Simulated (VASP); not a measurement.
Write the native input for VASP 6.6.1 that does the following.

| Property | Result |
| --- | --- |
| Task | relaxation of cell and atoms |
| Functional | PBE |
| Potentials or basis | VASP PAW PBE potentials, release 64 (Cd, Te) |
| Cutoff | 600 eV |
| k mesh | 8 × 8 × 8 |
| Occupations | gaussian, width 0.03 eV |
| Spin | no spin polarisation |
| Further INCAR settings | ALGO = Normal; EDIFF = 1e-06; IBRION = 2; EDIFFG = -0.01; NSW = 90; ISIF = 3 |

The structure of CdTe lies in POSCAR:

```
CdTe
1.0
    0.0000000000      3.2050000000      3.2050000000
    3.2050000000      0.0000000000      3.2050000000
    3.2050000000      3.2050000000      0.0000000000
Cd Te
1 1
Direct
    0.0000000000      0.0000000000      0.0000000000
    0.2500000000      0.2500000000      0.2500000000
```

One way to write it, as run:

INCAR

```
SYSTEM = CdTe
PREC = Accurate ; ENCUT = 600
EDIFF = 1E-6 ; ISMEAR = 0
SIGMA = 0.03 ; LREAL = .False.
LASPH = .True. ; NELM = 80
ALGO = Normal ; ISIF = 3
LWAVE = .False. ; LCHARG = .False.
GGA = PE ; IBRION = 2
NSW = 90 ; EDIFFG = -0.01
```

KPOINTS

```
regular mesh
0
Gamma
  8 8 8
  0 0 0
```

Potentials or basis: VASP PAW PBE potentials, release 64 (Cd, Te).

Run with:

```sh
$ cat potpaw_PBE.64/Cd/POTCAR potpaw_PBE.64/Te/POTCAR > POTCAR
$ mpirun -np 1 vasp_std > vasp.out
```

Results of the run:

```
Relaxed volume                         : 36.30 Å³/atom
Relaxed cell                           : a = 4.683 Å, b = 4.683 Å, c = 4.683 Å, α = 60.00°, β = 60.00°, γ = 60.00°
Space group after relaxing (to 0.05 Å) : F-43m (No. 216)
Energy gained by relaxing              : 42.0 meV/atom
Ionic steps                            : 3
Pressure after relaxing                : 0.0 GPa
Band gap on the k mesh                 : 0.58 eV, direct
```

Caveat: spin-orbit coupling is left out, which moves the levels of the heavy elements; the volume moved by +10 % from the deposited cell, more than functionals usually miss.

Wall time 76 s on 1 thread of Intel(R) Xeon(R) Platinum 8488C (Sapphire Rapids), with other jobs on the host, peak memory 0.24 GiB.
